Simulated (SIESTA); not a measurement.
The system is Rh.

```xyz
1
Lattice="0.0000 1.8979 1.8979 1.8979 0.0000 1.8979 1.8979 1.8979 0.0000" Properties=species:S:1:pos:R:3 pbc="T T T"
Rh    0.0000    0.0000    0.0000
```

Program: SIESTA 5.4.2. Alike in all runs: no spin polarisation; cell as given; k mesh 12 × 12 × 12; smearing fermi-dirac 0.05 eV; grid cutoff 800 Ry.

Task: Order these runs on this cell by their pressure, lowest first.
A. level PBE; potentials or basis PseudoDojo 0.4 standard (PBE files), DZP (energy shift 0.002 Ry); energy shift 0.002 Ry
B. level PBEsol; potentials or basis PseudoDojo 0.4 standard (PBEsol files), DZP (energy shift 0.002 Ry); energy shift 0.002 Ry
C. level BLYP; potentials or basis PseudoDojo 0.4 standard (PBE files), DZP (energy shift 0.002 Ry); energy shift 0.002 Ry
D. level PBEsol; potentials or basis PseudoDojo 0.4 standard (PBEsol files), DZP (energy shift 0.003 Ry; two zetas on semicore shells); energy shift 0.003 Ry
E. level LDA; potentials or basis PseudoDojo 0.4 standard (LDA files), DZP (energy shift 0.003 Ry; two zetas on semicore shells); energy shift 0.003 Ry

Result: E (-5.2 GPa), B (-0.8 GPa), D (0.8 GPa), A (9.9 GPa), C (24.1 GPa).

Caveats: the basis of atomic orbitals isn't converged, which shifts pressures, moduli and gaps; semicore shells carry a single zeta, which can move pressures by several GPa and volumes by a few percent (some runs); so large a pressure means that the cell lies far from this level's equilibrium, or that cutoff or potentials fall short (some runs); the potentials were made for another functional, which shifts forces and pressure (some runs).

Not every run made on this cell is shown here.
